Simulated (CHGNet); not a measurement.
**Chalcopyrite CuInS2**

Level of theory: the machine-learned potential CHGNet 0.3.0 (trained on PBE and PBE+U data).

Cell (relaxed at this level):

```yaml
crystal:
  lattice:
    - [-2.77895, 2.77895, 5.62214]
    - [2.77895, -2.77895, 5.62214]
    - [2.77895, 2.77895, -5.62214]
  atoms:
    - { symbol: In, position: [0.50000, 0.50000, 0.00000] }
    - { symbol: In, position: [0.25000, 0.75000, 0.50000] }
    - { symbol: Cu, position: [0.00000, 0.00000, 0.00000] }
    - { symbol: Cu, position: [0.75000, 0.25000, 0.50000] }
    - { symbol: S, position: [0.87500, 0.90571, 0.53071] }
    - { symbol: S, position: [0.09429, 0.62500, 0.96929] }
    - { symbol: S, position: [0.37500, 0.34429, 0.46929] }
    - { symbol: S, position: [0.65571, 0.12500, 0.03071] }
```

| Quantity | Value |
|---|---|
| lattice constant a | 5.558 Å |
| c axis length | 11.244 Å |

Measured, for comparison: lattice constant a 5.523 Å, lattice parameter c 11.133 Å (298 K, not corrected to a static lattice; as tabulated in Abstract on Scilit: Piezoelectric nonlinear optic CuGaS2 and CuInS2 crystal …). Computed (rounded) less measured: lattice constant a +0.6 %, lattice parameter c +1.0 %.

A machine-learned potential is trained on density-functional data: it inherits that level's misses and adds fitting errors of its own.
